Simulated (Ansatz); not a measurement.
A crystal relaxed with r2SCAN in Ansatz has space group R-3c:H (No. 167) and a = 6.251 Å, c = 15.628 Å.

| atom | site | x | y | z |
| --- | --- | --- | --- | --- |
| La | 12c | 0.0000 | 0.0000 | 0.3626 |
| Xx | 18e | 0.7144 | 0.0000 | 0.2500 |

The r2SCAN gap is indirect, 4.22 eV (k = (0.229, -1/3, -1/3) to Γ), below the direct gap of 4.49 eV at Γ–S₀ (0.20 of the way from Γ). The HSE06 gap is indirect, 5.16 eV (k = (0.229, -1/3, -1/3) to Γ), below the direct gap of 5.47 eV at Γ–S₀ (0.20 of the way from Γ). PBE0 gives an indirect gap of 5.88 eV, from k = (0.229, -1/3, -1/3) to Γ; the least direct gap is 6.20 eV at Γ–S₀ (0.20 of the way from Γ). Meshes: r2SCAN 6×6×6, HSE06 4×4×4, PBE0 4×4×4. r2SCAN's ε∞ is 4.3 along x and y, 4.1 along z.

**Question.** Which element is Xx?
A. Te
B. S
C. O
D. Se

**Answer.** C. Xx is O: La2O3 in the corundum structure. La has 6 O at 2.40–2.51 Å; O has 4 La at 2.40–2.51 Å.

All values are calculated for a non-magnetic cell, which may be hypothetical.

The runs are scalar-relativistic, without spin-orbit coupling.

Where an edge lies off the special points, it is a point of the mesh or the k point where a search put PBE's edge or least direct gap, reused for the other functionals, whose own edges may lie a little apart.

Coordinates of k points refer to the reciprocal vectors of the primitive cell of the runs.

The meshes of the hybrids are coarse, so their gaps aren't converged to the digits shown.
